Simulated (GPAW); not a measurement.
# A GW chain in GPAW: AlN (P6_3mc)

How does a plane-wave GW calculation on AlN (P6_3mc) run from the first input to the gap?

Method: LDA and many-body steps on it, plane waves, in GPAW 26.7.0.

The database entry behind the starting cell differs from later determinations by our own check (inner coordinate u about 0.002 short), so it need not match the best structure at ambient conditions.

### Step 1. Set-up

Symmetry: P6_3mc, No. 186, hexagonal system. The conventional cell has a = 3.113 Å, b = 3.113 Å, c = 4.981 Å, α = 90.00°, β = 90.00°, γ = 120.00°. Al has 4 N at 1.89 Å nearest. Nearest to N lie 4 Al at 1.89 Å. Farther neighbours and most contacts between anions are not listed.

The cell and positions come from the Crystallography Open Database and are kept as given unless a step says otherwise.

### Step 2. Ground state

This step: GPAW 26.7.0; DFT, LDA, plane waves, PAW.

The ground-state density comes first.

The input, run.py:

```python
import json
import numpy as np
from gpaw.mpi import world
from ase import Atoms
from gpaw import GPAW, PW, FermiDirac

atoms = Atoms(['Al', 'Al', 'N', 'N'],
    cell=[[3.1130000000, 0.0000000000, 0.0000000000],
      [-1.5565000000, 2.6959370820, 0.0000000000],
      [0.0000000000, 0.0000000000, 4.9810000000]],
    scaled_positions=[[0.3333333333, 0.6666666667, 0.0000000000],
      [0.6666666667, 0.3333333333, 0.5000000000],
      [0.3333333333, 0.6666666667, 0.3800000000],
      [0.6666666667, 0.3333333333, 0.8800000000]],
    pbc=(True, True, True))
calc = GPAW(mode=PW(600),
    xc='LDA',
    kpts={'size': (9, 9, 6), 'gamma': True},
    occupations=FermiDirac(0.001),
    nbands=-8,
    convergence={'density': 1e-6, 'bands': -3},
    maxiter=100,
    txt='gs.txt')
atoms.calc = calc
res = {'energy': atoms.get_potential_energy()}
kpts = calc.get_ibz_k_points()
res['kpts'] = kpts
res['eigenvalues'] = [calc.get_eigenvalues(kpt=k) for k in range(len(kpts))]
res['n_electrons'] = calc.get_number_of_electrons()
calc.write('gs.gpw')

if world.rank == 0:
    with open('result.json', 'w') as f:
        json.dump(res, f, default=lambda x: x.tolist())
```

The run is started by

```bash
$ mpirun -n 8 gpaw python run.py
```

Numbers of over 12 decimals in the logs are rounded to 6 here.

Output:

```text
__  _  _
 | _ |_)|_||  |
 |__||  | ||/\| - 26.7.0

Input parameters:
  mode=PW(ecut=600.0),
  convergence={'density': 1e-06, 'bands': -3},
  kpts=MonkhorstPack(size=(9, 9, 6), gamma=True),
  maxiter=100,
  nbands=-8,
  occupations=Occupations(name='fermi-dirac', width=0.001, fixmagmom=False),
  xc=XC(name='LDA')
  [... matrices ...]
Diagonalizing LCAO Hamiltonian
Converting LCAO to pw mode

           N

           Al
        N

        Al

Atoms  # Å, Bohr magnetons
|   | symbol |         x |        y |        z |    initial magnetic moments |
| 0 |     Al | -0.000000 | 1.797291 | 0.000000 | ( 0.0000,  0.0000,  0.0000) |
| 1 |     Al |  1.556500 | 0.898646 | 2.490500 | ( 0.0000,  0.0000,  0.0000) |
| 2 |      N | -0.000000 | 1.797291 | 1.892780 | ( 0.0000,  0.0000,  0.0000) |
| 3 |      N |  1.556500 | 0.898646 | 4.383280 | ( 0.0000,  0.0000,  0.0000) |

Unit cell  # Å
| periodic |         x |        y |        z |  lengths |     angles |
|      yes |  3.113000 | 0.000000 | 0.000000 | 3.113000 |  90.000000 |
|      yes | -1.556500 | 2.695937 | 0.000000 | 3.113000 |  90.000000 |
|      yes |  0.000000 | 0.000000 | 4.981000 | 4.981000 | 120.000000 |

Number of symmetries: 6
Symmetry operations  # r_c * U_cc + t_c -> r_c
|   | kind |            matrix            |
| 0 |  σ   |  1, 1, 0,  0,-1, 0,  0, 0, 1 |
| 1 |  E   |  1, 0, 0,  0, 1, 0,  0, 0, 1 |
| 2 |  C3  |  0, 1, 0, -1,-1, 0,  0, 0, 1 |
| 3 |  σ   |  0,-1, 0, -1, 0, 0,  0, 0, 1 |
| 4 |  σ   | -1, 0, 0,  1, 1, 0,  0, 0, 1 |
| 5 |  C3  | -1,-1, 0,  1, 0, 0,  0, 0, 1 |

BZ-sampling:
  Number of BZ points: 486
  Number of IBZ points: 62

  Monkhorst-Pack size: [9, 9, 6]
  Monkhorst-Pack shift: [0.0, 0.0, 0.083333]

K-points  # in reciprocal-cell coordinates
|     |                                coordinates |     weight |
|   0 | (  0.00000000,   0.00000000,   0.00000000) | 0.00205761 |
|   1 | (  0.00000000,   0.00000000,   0.16666667) | 0.00411523 |
|   2 | (  0.00000000,   0.00000000,   0.33333333) | 0.00411523 |
|   3 | (  0.00000000,   0.00000000,   0.50000000) | 0.00205761 |
|   4 | (  0.11111111,   0.00000000,  -0.33333333) | 0.01234568 |
|   5 | (  0.11111111,   0.00000000,  -0.16666667) | 0.01234568 |
|   6 | (  0.11111111,   0.00000000,   0.00000000) | 0.01234568 |
|   7 | (  0.11111111,   0.00000000,   0.16666667) | 0.01234568 |
|   8 | (  0.11111111,   0.00000000,   0.33333333) | 0.01234568 |
|   9 | (  0.11111111,   0.00000000,   0.50000000) | 0.01234568 |
| ... |                                            |            |
|  61 | (  0.44444444,   0.44444444,   0.50000000) | 0.01234568 |

Plane wave coefficients: 1412
Cutoff: 600.0 eV

Spin-components: 1 (collinear spins)
Bands:           16
Projectors:      20
Spin-degeneracy: 2
Datatype:        complex128

  Storage: CPU
  Wave functions: 22_014_464 bytes (2_751_808 per core)
  Projectors: 31_645_792 bytes (3_955_724 per core)
  [... matrices ...]
Parallelization:
  kpt:    8
  domain: 1
  band:   1

Density:
  Valence electrons: 16.0
  Components: 1
  Grid points: [18 18 30]
  Charge: 0.0  # |e|

Potential:
  Grid points: [18 18 30]

species:
  Al:
    name:    Aluminium
    Z:       13.0
    valence: 3
    core:    10
    charge:  0.0  # [|e|]
    compensation charges:
      type: gauss
      rc: 0.34  # [Å]
      lmax: 2
    cutoffs:
      filter: 1.91  # [Å]
      core: 2.36  # [Å]
    projectors
    | kind |    occ | energy [eV] | rcut [Å] |
    |   3s |  2.000 |      -7.830 |    1.085 |
    |   3p |  1.000 |      -2.783 |    1.085 |
    |    s |        |      19.382 |    1.085 |
    |    p |        |      24.428 |    1.085 |
    |    d |        |       0.000 |    1.085 |

    Using partial waves for Al as LCAO basis

  N:
    name:    Nitrogen
    Z:       7.0
    valence: 5
    core:    2
    charge:  0.0  # [|e|]
    compensation charges:
      type: gauss
      rc: 0.18  # [Å]
      lmax: 2
    cutoffs:
      filter: 1.11  # [Å]
      core: 0.96  # [Å]
    projectors
    | kind |    occ | energy [eV] | rcut [Å] |
    |   2s |  2.000 |     -18.420 |    0.603 |
    |   2p |  3.000 |      -7.237 |    0.529 |
    |    s |        |       8.791 |    0.603 |
    |    p |        |      19.974 |    0.529 |
    |    d |        |       0.000 |    0.577 |

    Using partial waves for N as LCAO basis

Reference energy: -16098.591502  # eV

eigensolver:
  PPCG
  Converge bands: -3
  niter=2

density mixing:
  MSR1-Mixer
  Pratt-step length: 0.05
  Maximum mixing coefficient: 0.75
  Old densities: 10
  SVD Regularization: 0.005
  Good broyden scale: 1.0
  Trust region scale: 1.0
  Backstep threshold: 4.0
  History deletion threshold: 6.0
  Fourier metric: weight=20.0, sigma=0.015

occupation numbers:
  Fermi-Dirac:
    width: 0.0010  # eV

poisson solver:
  ecut: 4800.0  # eV

xc functional:
  name: None

Initialization done in: 2.063 s

convergence criteria:
- Maximum integral of absolute [dens]ity change: 1e-06 electrons / valence electron
- Maximum [total energy] change in last 3 cyles: 0.0005 eV / valence electron
- Maximum integral of absolute [eigenst]ate change: 4e-08 eV^2 / valence electron
maximum number of iterations: 100

SCF iterations
|iter     |     time |      energy | eigst |  dens |
|iter:   1|  |  -36.637597 | +0.82 |       |
|iter:   2|  |  -35.599262 | -0.53 | -0.55 |
|iter:   3|  |  -32.525229 | -0.47 | -0.61 |
|iter:   4|  |  -32.502560 | -2.28 | -1.25 |
|iter:   5|  |  -32.498826 | -2.97 | -1.57 |
|iter:   6|  |  -32.498882c| -4.22 | -2.74 |
|iter:   7|  |  -32.498893c| -5.21 | -3.15 |
|iter:   8|  |  -32.498893c| -6.01 | -4.36 |
|iter:   9|  |  -32.498893c| -7.04 | -5.00 |
|iter:  10|  |  -32.498893c| -7.64c| -6.03c|

Converged in 10 steps
SCF loop duration: 3.260 s (0.326 s/step)
Energy contributions relative to reference atoms: (reference = -16098.591502)
  [... matrices ...]
Energy contributions:
  Kinetic:          32.153303
  Coulomb:         -27.304813
  Zero:             -0.041917
  External:          0.000000
  Xc:              -37.305466
  Entropy:          -0.000000
  Spinorbit:         0.000000
  ----------------------------
  Free energy:     -32.498893
  Extrapolated:    -32.498893

dipole moment: (-0.000001, -0.000001, -6.848904)  # |e|*Ang

Fermi level: 6.282
Eigenvalues  # (at kpt = [0.000, 0.000, 0.000])
| band index |      eig [eV] | occ [0-2] |
|          0 |        -9.184 |     2.000 |
|          1 |        -6.967 |     2.000 |
|          2 |        -0.185 |     2.000 |
|          3 |         5.018 |     2.000 |
|          4 |         5.018 |     2.000 |
|          5 |         5.672 |     2.000 |
|          6 |         5.672 |     2.000 |
|          7 |         5.854 |     2.000 |
|          8 |        10.100 |     0.000 |
|          9 |        12.405 |     0.000 |
|         10 |        16.363 |     0.000 |
|         11 |        16.823 |     0.000 |
|         12 |        16.823 |     0.000 |
|         13 |        18.788 |     0.000 |
|         14 |        18.817 |     0.000 |
|         15 |        18.817 |     0.000 |

Gap: 4.245 eV
Transition (v -> c):
  (s=0, k=0, n=7, [0.00, 0.00, 0.00]) -> (s=0, k=0, n=8, [0.00, 0.00, 0.00])
No difference between direct/indirect transitions
# Writing to gs.gpw (mode='')
  [... matrices ...]
```

The job ended after 7.4 s (8 MPI ranks of Intel Xeon Platinum 8559C (Emerald Rapids), shared host; peak memory 1.3 GiB; 57 s of CPU time).

This step gave:

| Item | Value |
| --- | --- |
| total energy | -32.50 eV |
| gap | 4.245 eV |
| k of the valence top | 0, 0, 0 |
| k of the conduction bottom | 0, 0, 0 |
| least direct gap | 4.245 eV |

The gap is direct, at Γ.

### Step 3. Bands along the symmetry lines

Levels along a band path, at the cheap level, show where the edges lie and whether the meshes to come will hold them.

The input, run.py:

```python
import json
import numpy as np
from gpaw.mpi import world
from gpaw import GPAW

path = [[0.000000, 0.000000, 0.000000],
    [0.062500, 0.000000, 0.000000],
    [0.125000, 0.000000, 0.000000],
    [0.187500, 0.000000, 0.000000],
    [0.250000, 0.000000, 0.000000],
    [0.312500, 0.000000, 0.000000],
    [0.375000, 0.000000, 0.000000],
    [0.437500, 0.000000, 0.000000],
    [0.500000, 0.000000, 0.000000],
    [0.479167, 0.041667, 0.000000],
    [0.458333, 0.083333, 0.000000],
    [0.437500, 0.125000, 0.000000],
    [0.416667, 0.166667, 0.000000],
    [0.395833, 0.208333, 0.000000],
    [0.375000, 0.250000, 0.000000],
    [0.354167, 0.291667, 0.000000],
    [0.333333, 0.333333, 0.000000],
    [0.291667, 0.291667, 0.000000],
    [0.250000, 0.250000, 0.000000],
    [0.208333, 0.208333, 0.000000],
    [0.166667, 0.166667, 0.000000],
    [0.125000, 0.125000, 0.000000],
    [0.083333, 0.083333, 0.000000],
    [0.041667, 0.041667, 0.000000],
    [0.000000, 0.000000, 0.000000],
    [0.000000, 0.000000, 0.062500],
    [0.000000, 0.000000, 0.125000],
    [0.000000, 0.000000, 0.187500],
    [0.000000, 0.000000, 0.250000],
    [0.000000, 0.000000, 0.312500],
    [0.000000, 0.000000, 0.375000],
    [0.000000, 0.000000, 0.437500],
    [0.000000, 0.000000, 0.500000],
    [0.062500, 0.000000, 0.500000],
    [0.125000, 0.000000, 0.500000],
    [0.187500, 0.000000, 0.500000],
    [0.250000, 0.000000, 0.500000],
    [0.312500, 0.000000, 0.500000],
    [0.375000, 0.000000, 0.500000],
    [0.437500, 0.000000, 0.500000],
    [0.500000, 0.000000, 0.500000],
    [0.479167, 0.041667, 0.500000],
    [0.458333, 0.083333, 0.500000],
    [0.437500, 0.125000, 0.500000],
    [0.416667, 0.166667, 0.500000],
    [0.395833, 0.208333, 0.500000],
    [0.375000, 0.250000, 0.500000],
    [0.354167, 0.291667, 0.500000],
    [0.333333, 0.333333, 0.500000],
    [0.291667, 0.291667, 0.500000],
    [0.250000, 0.250000, 0.500000],
    [0.208333, 0.208333, 0.500000],
    [0.166667, 0.166667, 0.500000],
    [0.125000, 0.125000, 0.500000],
    [0.083333, 0.083333, 0.500000],
    [0.041667, 0.041667, 0.500000],
    [0.000000, 0.000000, 0.500000],
    [0.500000, 0.000000, 0.500000],
    [0.500000, 0.000000, 0.437500],
    [0.500000, 0.000000, 0.375000],
    [0.500000, 0.000000, 0.312500],
    [0.500000, 0.000000, 0.250000],
    [0.500000, 0.000000, 0.187500],
    [0.500000, 0.000000, 0.125000],
    [0.500000, 0.000000, 0.062500],
    [0.500000, 0.000000, 0.000000],
    [0.333333, 0.333333, 0.500000],
    [0.333333, 0.333333, 0.437500],
    [0.333333, 0.333333, 0.375000],
    [0.333333, 0.333333, 0.312500],
    [0.333333, 0.333333, 0.250000],
    [0.333333, 0.333333, 0.187500],
    [0.333333, 0.333333, 0.125000],
    [0.333333, 0.333333, 0.062500],
    [0.333333, 0.333333, 0.000000]]
calc = GPAW('gs.gpw').fixed_density(kpts=path,
    symmetry='off',
    nbands=18,
    convergence={'bands': 14},
    txt='bands.txt')
res = {}
kpts = calc.get_ibz_k_points()
res['kpts'] = kpts
res['eigenvalues'] = [calc.get_eigenvalues(kpt=k) for k in range(len(kpts))]
res['n_electrons'] = calc.get_number_of_electrons()

if world.rank == 0:
    with open('result.json', 'w') as f:
        json.dump(res, f, default=lambda x: x.tolist())
```

The run is started by

```bash
$ mpirun -n 8 gpaw python run.py
```

Output:

```text
Diagonalizing LCAO Hamiltonian
Converting LCAO to pw mode
convergence criteria:
- Maximum integral of absolute [eigenst]ate change: 4e-08 eV^2 / valence electron
maximum number of iterations: 100

SCF iterations
|iter     |     time |      energy | eigst |  dens |
|iter:   1|  |             | +1.04 |       |
|iter:   2|  |             | -0.51 |       |
|iter:   3|  |             | -2.05 |       |
|iter:   4|  |             | -3.45 |       |
|iter:   5|  |             | -4.73 |       |
|iter:   6|  |             | -5.91 |       |
|iter:   7|  |             | -6.93 |       |
|iter:   8|  |             | -7.97c|       |
SCF steps: 8
  __  _  _
 | _ |_)|_||  |
 |__||  | ||/\| - 26.7.0

Input parameters:
  mode=PW(ecut=600.0),
  convergence={'bands': 14},
  gpts=array([18, 18, 30]),
  kpts=KPoints(kpts=array([[0.      , 0.      , 0.      ],
         [0.0625  , 0.      , 0.      ],
         [0.125   , 0.      , 0.      ],
         [0.1875  , 0.      , 0.      ],
[...]
[0.479167, 0.041667, 0.      ],
         [0.458333, 0.083333, 0.      ],
[...]
[0.416667, 0.166667, 0.      ],
[...]
[0.5     , 0.      , 0.0625  ],
         [0.5     , 0.      , 0.      ],
[...]
[0.333333, 0.333333, 0.125   ],
         [0.333333, 0.333333, 0.0625  ],
         [0.333333, 0.333333, 0.      ]])),
  maxiter=100,
  nbands=18,
  occupations=Occupations(name='fermi-dirac', width=0.001, fixmagmom=False),
  parallel={},
  symmetry=Symmetry(point_group=False, time_reversal=False),
  xc=XC(name='LDA')
  [... matrices ...]
timing:  # [seconds]
  Total: 0.041  # ━━━━━━━━━━━━━━━━━━━━━━━━━━━━━━━━━━━━━━━━━━━━━━━━━━━━━━━━━━━
```

Run time: 7 s. Hardware: 8 MPI ranks; peak memory 1.4 GiB.

Numbers from this step:

| Property | Result |
| --- | --- |
| gap | 4.245 eV |
| k of the valence top | 0, 0, 0 |
| k of the conduction bottom | 0, 0, 0 |
| least direct gap | 4.245 eV |

The gap is 4.245 eV, as in the run before at this level.

The electronic bands at the labelled points (eV, zero at the top of the highest filled band; v1 is the highest filled band, c1 the lowest empty one):

```csv
point,v4,v3,v2,v1,c1,c2,c3,c4
Γ,-0.84,-0.18,-0.18,0.00,4.25,6.55,10.51,10.97
halfway,-2.44,-1.56,-0.44,-0.39,6.16,7.49,7.96,9.91
M,-3.37,-2.09,-1.80,-0.67,5.67,5.69,8.11,10.18
halfway,-3.12,-3.02,-1.89,-1.51,5.39,7.01,8.79,9.96
K,-3.80,-2.45,-2.40,-2.40,4.91,8.25,9.58,9.58
halfway,-3.37,-1.69,-0.88,-0.60,6.80,7.33,8.43,9.00
Γ,-0.84,-0.18,-0.18,0.00,4.25,6.55,10.51,10.97
halfway,-0.75,-0.75,-0.29,-0.29,5.18,6.68,10.16,10.94
A,-0.52,-0.52,-0.52,-0.52,6.43,6.43,10.18,10.18
halfway,-1.60,-1.60,-1.02,-1.02,6.44,6.44,9.38,9.38
L,-1.45,-1.45,-1.37,-1.37,5.21,5.21,9.11,9.11
halfway,-2.76,-2.76,-0.93,-0.93,6.06,6.06,9.09,9.09
H,-3.88,-3.88,-0.79,-0.79,7.31,7.31,7.74,7.74
halfway,-1.83,-1.83,-1.22,-1.22,6.64,6.64,9.36,9.36
A,-0.52,-0.52,-0.52,-0.52,6.43,6.43,10.18,10.18
jump to L,-1.45,-1.45,-1.37,-1.37,5.21,5.21,9.11,9.11
halfway,-2.58,-1.91,-1.20,-0.92,4.97,5.77,9.22,9.35
M,-3.37,-2.09,-1.80,-0.67,5.67,5.69,8.11,10.18
jump to H,-3.88,-3.88,-0.79,-0.79,7.31,7.31,7.74,7.74
halfway,-4.47,-2.95,-1.48,-1.48,5.76,8.10,8.57,8.57
K,-3.80,-2.45,-2.40,-2.40,4.91,8.25,9.58,9.58
```

### Step 4. Empty states on the mesh, 6×6×4 mesh, 104 bands

The sums over transitions need many empty states on a uniform mesh; this step solves for them.

The input, run.py:

```python
import json
import numpy as np
from gpaw.mpi import world
from gpaw import GPAW

calc = GPAW('gs.gpw').fixed_density(kpts={'size': (6, 6, 4), 'gamma': True},
    parallel={'domain': 1, 'band': 1},
    txt='nscf.txt')
calc.diagonalize_full_hamiltonian(nbands=104)
calc.write('full.gpw', mode='all')
res = {}
kpts = calc.get_ibz_k_points()
res['kpts'] = kpts
res['eigenvalues'] = [calc.get_eigenvalues(kpt=k) for k in range(len(kpts))]
res['n_electrons'] = calc.get_number_of_electrons()

if world.rank == 0:
    with open('result.json', 'w') as f:
        json.dump(res, f, default=lambda x: x.tolist())
```

The run is started by

```bash
$ mpirun -n 8 gpaw python run.py
```

Output:

```text
Diagonalizing LCAO Hamiltonian
Converting LCAO to pw mode
convergence criteria:
- Maximum integral of absolute [eigenst]ate change: 4e-08 eV^2 / valence electron
maximum number of iterations: 100

SCF iterations
|iter     |     time |      energy | eigst |  dens |
|iter:   1|  |             | +0.96 |       |
|iter:   2|  |             | -0.56 |       |
|iter:   3|  |             | -1.61 |       |
[...]
|iter:   7|  |             | -5.97 |       |
|iter:   8|  |             | -6.59 |       |
|iter:   9|  |             | -7.62c|       |
SCF steps: 9
  __  _  _
 | _ |_)|_||  |
 |__||  | ||/\| - 26.7.0

Input parameters:
  mode=PW(ecut=600.0),
  convergence={'density': 1e-06, 'bands': -3},
  gpts=array([18, 18, 30]),
  kpts=MonkhorstPack(size=(6, 6, 4), gamma=True),
  maxiter=100,
  nbands=16,
  occupations=Occupations(name='fermi-dirac', width=0.001, fixmagmom=False),
  parallel={'domain': 1, 'band': 1},
  xc=XC(name='LDA')
Matrix size: 1412x1412
# Writing to full.gpw (mode='all')
  [... matrices ...]

timing:  # [seconds]
  Total: 7.455  # ━━━━━━━━━━━━━━━━━━━━━━━━━━━━━━━━━━━━━━━━━━━━━━━━━━━━━━━━━━━
```

It took 12 s on 8 MPI ranks; peak memory 2.6 GiB; 97 s of CPU time.

Numbers from this step:

- gap: 4.245 eV
- k of the valence top: 0, 0, 0
- k of the conduction bottom: 0, 0, 0
- least direct gap: 4.245 eV
- k points computed: 24
- lowest point of the top converged band, above the valence top: 86.4515 eV

On this mesh the gap is 4.245 eV.

(Part 1 of 2 ends here.)

[Paths, hosts, dates, memory and timing lines, banners, echoed tables and standing remarks are left out of the program output.]

[Logs are printed without paths, hosts, clocks, repeated set-up lines and the standing remarks that a program may print on its own settings, such as how far it seeks lower states.]

[Runs of the session that timed out or met a known fault of the program may be left out.]

[Hosts, paths, dates, database ids (printed as entryN), source tags and the programs' standing remarks are cut or masked in the printed files.]
